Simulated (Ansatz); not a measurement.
# A self-consistent single point of ZnTe (F-43m, 2 atoms in the cell) with Ansatz

Method of the run: PBE, harder PAW files (source: ansatz) (plane waves; Ansatz, a quantum-chemistry and plane-wave program).

The input file:

Ansatz 0.2 input:
```yaml
crystal:
  lattice:
    - [0.000000, 3.084643, 3.084643]
    - [3.084643, 0.000000, 3.084643]
    - [3.084643, 3.084643, 0.000000]
  atoms:
    - { symbol: Zn, position: [0.500000, 0.500000, 0.500000] }
    - { symbol: Te, position: [0.250000, 0.250000, 0.250000] }
basis:
  ecutwfc: 660.0 eV
kpoints:
  mp_grid:
    grid: [9, 9, 9]
hamiltonian:
  xc: pbe
  pseudopotentials:
    kind: paw
    source: ansatz
scf:
  occupations:
    method: fixed
output:
  forces: true
  eigenvalues: true
  stress: true
```

Output, abridged:

```
WARN ansatz: RAYON_NUM_THREADS=1 ignored (pool sized by the plan → 1); use --threads N
Pseudopotentials: kind: paw
Pseudopotential: Zn, paw, valence charge 20
Pseudopotential: Te, paw, valence charge 16
Crystal: 2 atoms, lattice volume = 58.701 Å³
Basis set: ecut = 660 eV, 2229 PW (Γ), exchange–correlation on 80×80×80 points (8 copies of the dense FFT grid, shifted against one another)
Bands: 22, of which v1, the nominal top of the filled ones, is band 18 counted from 1 (17 counted from 0)
Symmetry: 24 space group operations
Space group: F-43m (ITA 216), of the structure as read, at distance tolerance 3.9e-5 Å
k-points: 35 of 729 (time reversal used)
Initial density: superposition of atomic densities (chi_scale 0.1, normalization cell, long waves kept (reshape's long-wave potential 0.00 eV rms))
Initial wavefunctions: pseudopotential atomic-orbital guess
Eigensolver: davidson
Functional: x = pbe(κ = 0.804, μ = 0.2195149727645171), c = pbe(β = 0.06672455060314922)
SCF iter   1: F=—  HF=-14466.636229 eV  |F-HF|=—  |Δ(HF+E_count)|=         —  Δρ=4.23e-2  dr2=6.44e-1  ethr=3.10e-3  ⟨swp⟩=4.9  Hψ=2916  notcnv=0  defer=56
all-band conjugate gradients solve this SCF's bands
preconditioner: auto → none
SCF iter   2: F=—  HF=-14466.542794 eV  |F-HF|=—  |Δ(HF+E_count)|=   9.34e-2  Δρ=2.57e-2  dr2=2.35e-1  ethr=1.79e-3  ⟨swp⟩=3.0  Hψ=1984  notcnv=0  defer=65
SCF iter   3: F=—  HF=-14466.463576 eV  |F-HF|=—  |Δ(HF+E_count)|=   7.92e-2  Δρ=9.45e-3  dr2=2.99e-2  ethr=6.54e-4  ⟨swp⟩=2.0  Hψ=1729  notcnv=0  defer=56
SCF iter   4: F=—  HF=-14466.460465 eV  |F-HF|=—  |Δ(HF+E_count)|=   3.11e-3  Δρ=1.64e-3  dr2=1.28e-3  ethr=8.30e-5  ⟨swp⟩=2.4  Hψ=1399  notcnv=0  defer=65
SCF iter   5: F=—  HF=-14466.460322 eV  |F-HF|=—  |Δ(HF+E_count)|=   1.43e-4  Δρ=3.80e-4  dr2=4.87e-5  ethr=3.56e-6  ⟨swp⟩=2.9  Hψ=1379  notcnv=0  defer=68
SCF iter   6: F=—  HF=-14466.460332 eV  |F-HF|=—  |Δ(HF+E_count)|=   9.71e-6  Δρ=8.86e-5  dr2=5.15e-6  ethr=1.35e-7  ⟨swp⟩=3.0  Hψ=1501  notcnv=0  defer=62
SCF iter   7: F=-14466.460330 eV  HF=-14466.460330 eV  |F-HF|=5.32e-9  |Δ(HF+E_count)|=   1.32e-6  Δρ=7.80e-6  dr2=3.83e-8  ethr=2.78e-10  ⟨swp⟩=10.1  Hψ=5627  notcnv=0
SCF 1 converged in 7 iterations: F = -14466.460330 eV  dr2 = 3.83e-8
SCF converged after 7 iterations
Free energy (F): -14466.460330 eV
Harris-Foulkes:  -14466.460330 eV  (|F-HF|=5.32e-9)
Internal energy: -14466.460330 eV  (E = F + TS)
E sigma→0 (E₀):  -14466.460330 eV
Fermi energy:    7.679585 eV
--- Per-component energies (eV) ---
  E_band       = -917.224014
  E_kinetic    = 1111.514803
  E_local      = -9173.556083  (includes V_loc(G=0)·N_el)
  E_nonlocal   = 440.339295
  E_hartree    = 3726.461690
  E_xc         = -550.771855
  E_vxc        = -379.641218  (∫ρ·V_xc dr)
  E_paw        = -5911.396384  (= ΣΔE_a)
  E_vpaw       = -368.797366  (= ΣTr[D̂ρ^β])
  E_aug_tail   = 0.000269  (compensation charges beyond the density's cutoff)
  E_ewald      = -4109.052065
  E_smearing   = -0.000000  (= −TS)
  E_closure    = -0.000000  (closes the sum)
  Σ components = -14466.460330   (vs F -14466.460330, Δ=0.00e0)
--- Forces (eV/Å), atoms counted from 1 ---
  atom   1  Zn    -0.00000000     0.00000000    -0.00000000
  atom   2  Te     0.00000000    -0.00000000    -0.00000000
  max |Σ_I F_I| component: 7.86e-17 eV/Å
--- Stress (GPa, compression-positive) ---
        0.226208       0.000000      -0.000000
        0.000000       0.226208       0.000000
       -0.000000       0.000000       0.226208
  P = ⅓ Tr σ = 0.2262 GPa (2.262 kbar)
  The stress holds the Pulay correction. Without it, at fixed plane waves, as pw.x and ABINIT print it: P = 0.2228 GPa
--- Band table (eV; the first three rows and the last of 35) ---
  k-point 0: bands = ["-117.9426", "-72.1056", "-72.1056", "-72.1056", "-28.4521", "-28.4521", "-28.4521", "-28.4439", "-28.4439", "-3.9026", "0.8981", "0.8981", "0.8981", "1.1128", "1.1128", "7.6796", "7.6796", "7.6796", "8.7770", "12.1205", [...]
  k-point 1: bands = ["-117.9426", "-72.1056", "-72.1056", "-72.1056", "-28.4521", "-28.4520", "-28.4520", "-28.4438", "-28.4438", "-3.8231", "0.9053", "0.9053", "0.9067", "1.1120", "1.1120", "6.5396", "7.5541", "7.5541", "9.5402", "12.2014", [...]
  k-point 2: bands = ["-117.9426", "-72.1056", "-72.1056", "-72.1056", "-28.4520", "-28.4518", "-28.4518", "-28.4438", "-28.4438", "-3.6073", "0.9225", "0.9225", "0.9455", "1.1113", "1.1113", "5.0219", "7.2769", "7.2769", "9.7741", "12.6843", [...]
  k-point 34: bands = ["-117.9426", "-72.1056", "-72.1056", "-72.1056", "-28.4519", "-28.4514", "-28.4505", "-28.4439", "-28.4433", "-2.8261", "0.9800", "1.0058", "1.0844", "1.1072", "1.3534", "3.0193", "4.9391", "5.4568", "11.8635", "12.4029", [...]
```

The run converged in 7 iterations.

The starting cell comes from a database of computed structures (which also holds hypothetical and non-ambient phases and stackings), without a prior relaxation at this level. Its lattice was rescaled by a random factor within 2.5 % of one. Spin-orbit coupling is off. Ansatz's pressure includes its estimate of the finite-basis (Pulay) stress.
